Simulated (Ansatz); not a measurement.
# Property card for AlGa$_{3}$N$_{4}$

Method: DFT PBEsol, scalar-relativistic, plane waves, PAW in Ansatz 0.2.0.

Cutoff 420 eV; k points 6×8×6 on the computed 8-atom cell (Γ-centred); Gaussian smearing, width 0.02 eV; no spin polarisation.

The structure is relaxed at this level of theory with its symmetry kept. Whether it is the stable form of this composition wasn't checked.

```
CELL_PARAMETERS angstrom
5.14235 0.00000 0.00012
0.00000 3.16498 0.00000
-0.00359 0.00000 5.47849
ATOMIC_POSITIONS crystal
Al 0.00060 0.50000 0.66736
Ga 0.49912 0.50000 0.33492
Ga 0.49903 0.00000 0.83156
Ga 0.99986 0.00000 0.16618
N 0.11967 0.50000 0.34010
N 0.11765 0.00000 0.82638
N 0.62044 0.00000 0.16622
N 0.63123 0.50000 0.66730
```

* Space group: Pm (No. 6)
* Volume per atom: 11.15 Å³
* Formation energy from the elements' standard states (uncorrected): -0.803 eV/atom
* Kohn–Sham band gap: 2.36 eV, direct at Γ
* Löwdin character of the top 1 eV of the valence band: N 2p 88 %
* Löwdin character of the lowest 1 eV of the conduction band: N 2s 39 %, Ga 4s 28 %, N 2p 16 %, Ga 4p 9 %
* Electron masses at the edge by Cartesian direction of the standard setting (m_e; degenerate bands sorted by energy; no spin-orbit coupling): x: 0.20; y: 0.21; z: 0.21
* Hole masses at the edge by Cartesian direction of the standard setting (m_e; degenerate bands sorted by energy; no spin-orbit coupling): x: 3.4, 1.5; y: 0.20, 1.8; z: 1.7, 0.23
* Bulk modulus: 192 GPa
* Its pressure derivative: 4.2
* Bader charges (e): Al (1 in the cell) 2.42, Ga (1 in the cell) 1.54, Ga (1 in the cell) 1.54, Ga (1 in the cell) 1.54, N (1 in the cell) -1.76, N (1 in the cell) -1.97, N (1 in the cell) -1.55, N (1 in the cell) -1.76